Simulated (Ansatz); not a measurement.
**Stationary points along a deformation path in TiAl**

All numbers below come from DFT PBE, scalar-relativistic, plane waves, PAW (Ansatz 0.2.0). Cutoff 420 eV, Γ-centred 21×21×12 k-points, Gaussian smearing of 0.15 eV. No spin polarisation. Energies are free energies at this smearing, counted from the undisturbed cell; pressure is positive in compression.

The undisturbed cell (as given, not relaxed at this level; it stands at 0.3 GPa, and it needn't be the usual structure):

```yaml
crystal:
  lattice:
    - [2.86726, 0.00000, 0.00000]
    - [-1.43363, 2.48312, 0.00000]
    - [0.00000, 0.00000, 4.67808]
  atoms:
    - { symbol: Ti, position: [0.00000, 0.00000, 0.00000] }
    - { symbol: Al, position: [0.33333, 0.66667, 0.50000] }
```

At fixed volume and fractional coordinates, lengths along (0.000, 0.000, 1.000) are scaled against those across it; ρ is that ratio over its starting value. V = 16.653 Å³/atom. Δσ is the stress along the axis less the mean stress across it (compression positive).

```
    ρ  ΔE (meV/atom)  Δσ (GPa) space group
0.800          180.2     22.41        P-6m2
0.850           94.8     17.73        P-6m2
0.920           21.8      8.78        P-6m2
0.960            3.2      3.77        P-6m2
1.000            0.0     -1.65        P-6m2
1.050           18.0     -9.19        P-6m2
1.100           60.7    -17.44        P-6m2
1.200          213.1    -32.72        P-6m2
1.300          426.4    -43.58        P-6m2
```

How does the stress give the slope of the energy, and where is the energy stationary?

Along the path d ln(length) is 2/3 d ln ρ on the axis and −1/3 d ln ρ across it, so dE/d ln ρ = −(2/3) V Δσ: the energy falls with ρ where Δσ is positive. Δσ vanishes or changes sign between ρ = 0.960 and 1.000, a minimum (near 0.99 by linear interpolation). Pairs of stationary points between two samples would go unseen, and could change a minimum read from distant neighbours into a maximum.

Integrate that slope from ρ = 1 to 1.200 by the trapezoid rule.

With V/N in Å³ and 1 eV/Å³ = 160.2 GPa the slopes at ρ = 1.000, 1.050, 1.100, 1.200 are 115, 637, 1208, 2268 meV/atom per unit of ln ρ. The steps add 18.3 + 42.9 + 151.2 = 212.5 meV/atom, against 213.1 from the energies; the trapezoid rule misses the curvature of the slope within each step.

In a metal these slopes depend on the k mesh and the smearing.